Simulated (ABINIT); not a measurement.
The system is TiC.

```xyz
2
Lattice="0.0000 2.1657 2.1657 2.1657 0.0000 2.1657 2.1657 2.1657 0.0000" Properties=species:S:1:pos:R:3 pbc="T T T"
Ti    0.0000    0.0000    0.0000
C     2.1657    2.1657    2.1657
```

The cell is a database's computed one.

```yaml
Program: ABINIT 10.8.3 (patched build)
Task: relaxation of cell and atoms
Functional: LDA
Potentials_or_basis: PseudoDojo NC SR LDA v0.4.1 standard
Cutoff: 1143 eV
k_mesh: 8 × 8 × 8
Occupations: fermi-dirac, width 0.05 eV
Spin: no spin polarisation
```

At the start: pressure -12.2 GPa; volume 10.16 Å³/atom.

Q: Where does the relaxation end?

A: Over 4 steps the energy falls by 18.9 meV/atom and the volume is 9.68 Å³/atom (-4.7 %); space group Fm-3m (No. 225, to 0.05 Å).

The path:
```csv
step,energy change (eV),largest force (eV/Å),pressure (GPa),volume (Å³)
1,0.0000,0.0000,-12.25,20.32
2,-0.0360,0.0000,-2.79,19.56
3,-0.0377,0.0000,0.16,19.36
4,-0.0377,0.0000,0.00,19.37
```

Final structure:
```xyz
2
Lattice="0.0000 2.1315 2.1315 2.1315 0.0000 2.1315 2.1315 2.1315 0.0000" Properties=species:S:1:pos:R:3 pbc="T T T"
Ti    0.0000    0.0000    0.0000
C     2.1315    2.1315    2.1315
```
